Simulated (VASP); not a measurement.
# CaSe (Fm-3m) in VASP: notebook, part 2 of 2

VASP 6.6.1. The steps go on from the part before.

## (3) Single point, PBEsol

The input, INCAR:

```
SYSTEM = CaSe
PREC = Accurate
ENCUT = 520
EDIFF = 1E-6
ISMEAR = 0
SIGMA = 0.05
LREAL = .FALSE.
LASPH = .TRUE.
NELM = 100
ALGO = Normal
ISIF = 2
LWAVE = .FALSE.
LCHARG = .FALSE.
GGA = PS
NBANDS = 15
```

The input, KPOINTS:

```
Automatic mesh
0
G
  10 10 10
  0 0 0
```

The input, POSCAR:

```
CaSe
1.0
    0.0000000000      2.9560000000      2.9560000000
    2.9560000000      0.0000000000      2.9560000000
    2.9560000000      2.9560000000      0.0000000000
Ca Se
1 1
Direct
    0.0000000000      0.0000000000      0.0000000000
    0.5000000000      0.5000000000      0.5000000000
```

Potentials or basis: VASP PAW PBE potentials, release 64 (Ca_sv, Se).

Launch:

```
$ cat potpaw_PBE.64/Ca_sv/POTCAR potpaw_PBE.64/Se/POTCAR > POTCAR
$ mpirun -np 1 vasp_std > vasp.out
```

OUTCAR:

```text
SYSTEM = CaSe
   PREC = Accurate
   ENCUT = 520
   EDIFF = 1E-6
   ISMEAR = 0
   LREAL = .FALSE.
   LASPH = .TRUE.
   NELM = 100
   ISIF = 2
   GGA = PS

 ion  position               nearest neighbor table
   1  0.000  0.000  0.000-   2 2.96   2 2.96   2 2.96   2 2.96   2 2.96   2 2.96
   2  0.500  0.500  0.500-   1 2.96   1 2.96   1 2.96   1 2.96   1 2.96   1 2.96

  LATTYP: Found a face centered cubic cell.
 ALAT       =     5.9120000000

  Lattice vectors:

 A1 = (   0.0000000000,   2.9560000000,   2.9560000000)
 A2 = (   2.9560000000,   0.0000000000,   2.9560000000)
 A3 = (   2.9560000000,   2.9560000000,   0.0000000000)

Analysis of symmetry for initial positions (statically):
=====================================================================
 Subroutine PRICEL returns:
 Original cell was already a primitive cell.

 Routine SETGRP: Setting up the symmetry group for a
 face centered cubic supercell.

 Subroutine GETGRP returns: Found 48 space group operations
 (whereof 48 operations were pure point group operations)
 out of a pool of 48 trial point group operations.

The static configuration has the point symmetry O_h .

Analysis of symmetry for dynamics (positions and initial velocities):
=====================================================================
 Subroutine PRICEL returns:
 Original cell was already a primitive cell.

 Routine SETGRP: Setting up the symmetry group for a
 face centered cubic supercell.

 Subroutine GETGRP returns: Found 48 space group operations
 (whereof 48 operations were pure point group operations)
 out of a pool of 48 trial point group operations.

The dynamic configuration has the point symmetry O_h .

 Subroutine INISYM returns: Found 48 space group operations
 (whereof 48 operations are pure point group operations),
 and found     1 'primitive' translations

----------------------------------------------------------------------------------------

                                     Primitive cell

  volume of cell :      51.6587

  direct lattice vectors                    reciprocal lattice vectors
     0.000000000  2.956000000  2.956000000    -0.169147497  0.169147497  0.169147497
     2.956000000  0.000000000  2.956000000     0.169147497 -0.169147497  0.169147497
     2.956000000  2.956000000  0.000000000     0.169147497  0.169147497 -0.169147497

  length of vectors
     4.180415290  4.180415290  4.180415290     0.292972058  0.292972058  0.292972058

  position of ions in fractional coordinates (direct lattice)
     0.000000000  0.000000000  0.000000000
     0.500000000  0.500000000  0.500000000

  ion indices of the primitive-cell ions
   primitive index   ion index
                 1           1
                 2           2

----------------------------------------------------------------------------------------

 KPOINTS: Automatic mesh

Automatic generation of k-mesh.
 Grid dimensions read from file:
 generate k-points for:   10   10   10

 Generating k-lattice:

  Cartesian coordinates                     Fractional coordinates (reciprocal lattice)
    -0.016914750  0.016914750  0.016914750     0.100000000  0.000000000  0.000000000
     0.016914750 -0.016914750  0.016914750     0.000000000  0.100000000  0.000000000
     0.016914750  0.016914750 -0.016914750     0.000000000  0.000000000  0.100000000

  Length of vectors
     0.029297206  0.029297206  0.029297206

  Shift w.r.t. Gamma in fractional coordinates (k-lattice)
     0.000000000  0.000000000  0.000000000
[... 37 lines left out ...]
   dimension x,y,z NGXF=    64 NGYF=   64 NGZF=   64
   ions per type =               1   1
   NGX,Y,Z   is equivalent  to a cutoff of  12.73, 12.73, 12.73 a.u.
   NGXF,Y,Z  is equivalent  to a cutoff of  25.45, 25.45, 25.45 a.u.
 SYSTEM =  CaSe
   PREC   = accura    normal or accurate (medium, high low for compatibility)
   ISTART =      0    job   : 0-new  1-cont  2-samecut
   ICHARG =      2    charge: 1-file 2-atom 10-const
   ISPIN  =      1    spin polarized calculation?
   LNONCOLLINEAR =      F non collinear calculations
   LSORBIT =      F    spin-orbit coupling
   LASPH  =      T    aspherical Exc in radial PAW
   ENCUT  =  520.0 eV  38.22 Ry    6.18 a.u.   7.77  7.77  7.77*2*pi/ulx,y,z
   NELM   =    100;   NELMIN=  2; NELMDL= -5     # of ELM steps
   EDIFF  = 0.1E-05   stopping-criterion for ELM
   LREAL  =      F    real-space projection
   EDIFFG = 0.1E-04   stopping-criterion for IOM
   NSW    =      0    number of steps for IOM
   IBRION =     -1    ionic relax: 0-MD 1-quasi-New 2-CG
   NFREE  =      0    steps in history (QN), initial steepest desc. (CG)
   ISIF   =      2    stress and relaxation
   ISYM   =      2    0-nonsym 1-usesym 2-fastsym
   POTIM  = 0.5000    time-step for ionic-motion
   TEBEG  =    0.0;   TEEND  =   0.0 temperature during run
   PSTRESS=    0.0 pullay stress
   NELECT =      16.0000    total number of electrons
   NUPDOWN=      -1.0000    fix difference up-down
   EMIN   =  10.00;   EMAX   =-10.00  energy-range for DOS
   EFERMI =   0.00;   METHOD = LEGACY
   ISMEAR =     0;   SIGMA  =   0.05  broadening in eV -4-tet -1-fermi 0-gaus
   EFERMI_NEDOS =   21; number of points for ismear=-14 and -15
   IALGO  =     38    algorithm
   IMIX   =      4    mixing-type and parameters
     AMIX     =   0.40;   BMIX     =  1.00
     AMIX_MAG =   1.60;   BMIX_MAG =  1.00
  volume/ion in A,a.u.               =      25.83       174.30
  Fermi-wavevector in a.u.,A,eV,Ry     =   1.107645  2.093145 16.692666  1.226876
  Thomas-Fermi vector in A             =   2.244161
   LORBIT       =      0    0 simple, 1 ext, 2 COOP (PROOUT), +10 PAW based schemes
   GGA     = PS    functional components
   LHFCALC =     F    Hartree Fock is set to
   AEXX    =    0.0000 exact exchange contribution
   IVDW    =     0    specifies the selected vdW correction
   LEPSILON=     F    determine dielectric tensor
   LRPA    =     F    only Hartree local field effects (RPA)
 non-spin polarized calculation
 Gauss-broadening in eV      SIGMA  =   0.05
  energy-cutoff  :      520.00
  volume of cell :       51.66
 maximum number of plane-waves:      1411
   NGX = 15   NGY = 15   NGZ = 15

 number of electron      15.9999998 magnetization

 Free energy of the ion-electron system (eV)
  ---------------------------------------------------
  ext. energy  EPLUGINS =         0.00000000
  ---------------------------------------------------
  free energy    TOTEN  =       -10.07176160 eV

  energy without entropy =      -10.07176160  energy(sigma->0) =      -10.07176160

 E-fermi :   2.6774     XC(G=0):  -9.3340

 val. band max:        2.3536824139   @ k =   0.0000   0.0000   0.0000
 cond. band min:       4.2770194101   @ k =   0.5000   0.5000   0.0000
 fundamental gap:      1.9233369962
 Fermi energy:         2.6774074886

 k-point     1 :       0.0000    0.0000    0.0000
  band No.  band energies     occupation
      1     -37.1810      2.00000
      2     -18.2559      2.00000
      3     -18.2559      2.00000
      4     -18.2559      2.00000
      5      -9.4769      2.00000
      6       2.3537      2.00000
      7       2.3537      2.00000
      8       2.3537      2.00000
      9       5.5450      0.00000
     10       6.0021      0.00000
     11       6.0021      0.00000
     12       6.0021      0.00000
     13       6.6051      0.00000
     14       6.6051      0.00000
[... 401 lines left out ...]
      2     -18.3320      2.00000
      3     -18.2850      2.00000
      4     -18.2820      2.00000
      5      -8.9350      2.00000
      6      -0.1922      2.00000
      7       1.2940      2.00000
      8       1.4679      2.00000
      9       4.8080      0.00000
     10       7.3675      0.00000
     11       7.4571      0.00000
     12       8.2228      0.00000
     13       8.2315      0.00000
     14       9.1932      0.00000
     15      11.4210      0.00000

 [... further k-points ...]

------------------------ aborting loop because EDIFF is reached ----------------------------------------

  FORCE on cell =-STRESS in cart. coord.  units (eV):
  Direction    XX          YY          ZZ          XY          YZ          ZX
  --------------------------------------------------------------------------------------
  -------------------------------------------------------------------------------------
  Total       -0.2946824     -0.2946824     -0.2946824      0.0000000      0.0000000      0.0000000
  in kB       -9.1394791     -9.1394791     -9.1394791      0.0000000      0.0000000      0.0000000
  external PRESSURE =      -9.1394791 kB  Pullay stress =       0.0000000 kB

 VOLUME and BASIS-vectors are now :
 -----------------------------------------------------------------------------
  energy-cutoff  :      520.00
  volume of cell :       51.66
      direct lattice vectors                 reciprocal lattice vectors
     0.000000000  2.956000000  2.956000000    -0.169147497  0.169147497  0.169147497
     2.956000000  0.000000000  2.956000000     0.169147497 -0.169147497  0.169147497
     2.956000000  2.956000000  0.000000000     0.169147497  0.169147497 -0.169147497

 POSITION                                       TOTAL-FORCE (eV/Angst)
 -----------------------------------------------------------------------------------
      0.00000      0.00000      0.00000        -0.000000     -0.000000     -0.000000
      2.95600      2.95600      2.95600         0.000000      0.000000      0.000000
 -----------------------------------------------------------------------------------
    total drift:                                0.000000     -0.000000     -0.000000

  FREE ENERGIE OF THE ION-ELECTRON SYSTEM (eV)
  ---------------------------------------------------
  free  energy   TOTEN  =       -10.0717615973 eV

  energy  without entropy=      -10.0717615973  energy(sigma->0) =      -10.07176160
```

OSZICAR:

```text
N       E                     dE             d eps       ncg     rms          rms(c)
DAV:   1     0.108397679103E+03    0.10840E+03   -0.73880E+03  1410   0.976E+02
DAV:   2    -0.557924822195E+01   -0.11398E+03   -0.10827E+03  1739   0.245E+02
DAV:   3    -0.100255781731E+02   -0.44463E+01   -0.44106E+01  1979   0.469E+01
DAV:   4    -0.102204424414E+02   -0.19486E+00   -0.19475E+00  1920   0.819E+00
DAV:   5    -0.102217811922E+02   -0.13388E-02   -0.13387E-02  1905   0.752E-01    0.427E+00
DAV:   6    -0.100860715417E+02    0.13571E+00   -0.16472E-01  1683   0.227E+00    0.250E+00
DAV:   7    -0.100708764491E+02    0.15195E-01   -0.82004E-02  1834   0.189E+00    0.741E-01
DAV:   8    -0.100716710171E+02   -0.79457E-03   -0.96351E-03  1551   0.763E-01    0.103E-01
DAV:   9    -0.100717154167E+02   -0.44400E-04   -0.52590E-04  1842   0.229E-01    0.429E-02
DAV:  10    -0.100717575689E+02   -0.42152E-04   -0.11307E-04  1578   0.697E-02    0.126E-02
DAV:  11    -0.100717623296E+02   -0.47607E-05   -0.17012E-05  1837   0.383E-02    0.824E-03
DAV:  12    -0.100717615973E+02    0.73230E-06   -0.13274E-06  1359   0.798E-03
   1 F= -.10071762E+02 E0= -.10071762E+02  d E =-.527525E-22
```

Run time: 34 s. Hardware: 1 thread of Intel Xeon 8259CL, shared host; peak memory 0.19 GiB.

What came out:

```
Free energy            : -10.0718 eV
Pressure               : -0.9 GPa
Band gap on the k mesh : 1.92 eV (least direct gap 2.87 eV)
```

Caveat: the PAW data sets were made with another functional, which shifts forces and pressure a little.

## (4) Against experiment

Step 2. A measured gap of CaSe is 3.85 eV (indirect; 2 K; a printed reference work, monograph, original work of 1988); the calculated 1.92 eV misses it by -1.93 eV. So large a miss can be the level of theory's own, or it may mean another phase, state or a wrong row. Spin-orbit coupling on Se is left out. The value is that of PBEsol on a finite k mesh, which can miss the band edges, without temperature or zero-point motion. Semilocal functionals fall short of measured gaps as a rule.

Step 3. Against the measured gap of CaSe, 3.85 eV (indirect; 2 K; a printed reference work, monograph, original work of 1988), the calculated 1.92 eV is off by -1.93 eV. So large a miss can be the level of theory's own, or it may mean another phase, state or a wrong row. Spin-orbit coupling on Se is left out. The value is that of PBEsol on a finite k mesh, which can miss the band edges, without temperature or zero-point motion. Semilocal functionals fall short of measured gaps as a rule.
